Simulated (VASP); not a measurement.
Wanted: the native input for a VASP 6.6.1 run.

```
Task                   : relaxation of cell and atoms
Functional             : PBE
Potentials or basis    : VASP PAW PBE potentials, release 64 (Ba_sv, Zr_sv, O)
Cutoff                 : 600 eV
k mesh                 : 6 × 6 × 6
Occupations            : gaussian, width 0.03 eV
Spin                   : no spin polarisation
Further INCAR settings : ALGO = Normal; EDIFF = 1e-06; IBRION = 2; EDIFFG = -0.01; NSW = 90; ISIF = 3
```

The structure of BaZrO3 lies in POSCAR:

```
BaZrO3
1.0
    4.1913400000      0.0000000000      0.0000000000
    0.0000000000      4.1913400000      0.0000000000
    0.0000000000      0.0000000000      4.1913400000
Ba Zr O
1 1 3
Direct
    0.0000000000      0.0000000000      0.0000000000
    0.5000000000      0.5000000000      0.5000000000
    0.0000000000      0.5000000000      0.5000000000
    0.5000000000      0.0000000000      0.5000000000
    0.5000000000      0.5000000000      0.0000000000
```

One way to write it, as run:

INCAR

```
PREC     = Accurate       # precision mode
ENCUT    = 600            # plane-wave cutoff, eV
EDIFF    = 1E-6           # SCF threshold, eV
ISMEAR   = 0              # smearing method
SIGMA    = 0.03           # smearing width, eV
LREAL    = False          # projectors in reciprocal space
LASPH    = True           # aspherical terms in the spheres
NELM     = 80             # most SCF steps
ALGO     = Normal         # electronic algorithm
ISIF     = 3              # what is computed and relaxed
LWAVE    = False          # write WAVECAR
LCHARG   = False          # write CHGCAR
GGA      = PE             # functional
IBRION   = 2              # ionic algorithm
NSW      = 90             # ionic steps
EDIFFG   = -0.01          # ionic threshold
KPAR     = 2
```

KPOINTS

```
Automatic mesh
0
Gamma
  6 6 6
```

Potentials or basis: VASP PAW PBE potentials, release 64 (Ba_sv, Zr_sv, O).

Run with:

```sh
$ cat potpaw_PBE.64/Ba_sv/POTCAR potpaw_PBE.64/Zr_sv/POTCAR potpaw_PBE.64/O/POTCAR > POTCAR
$ mpirun -np 2 vasp_std > vasp.out
```

It gave:

| Property | Result |
| --- | --- |
| Relaxed volume | 15.19 Å³/atom |
| Relaxed cell | a = 4.235 Å, b = 4.235 Å, c = 4.235 Å, α = 90.00°, β = 90.00°, γ = 90.00° |
| Space group after relaxing (to 0.05 Å) | Pm-3m (No. 221) |
| Energy gained by relaxing | 6.9 meV/atom |
| Ionic steps | 3 |
| Pressure after relaxing | 0.0 GPa |
| Band gap on the k mesh | 3.12 eV, indirect (least direct gap 3.38 eV) |

Caveat: spin-orbit coupling is left out, which moves the levels of the heavy elements.

Wall time 40 s on 2 MPI ranks on AMD EPYC 9R45 (Zen 5), on a shared host, peak memory 0.22 GiB a rank.
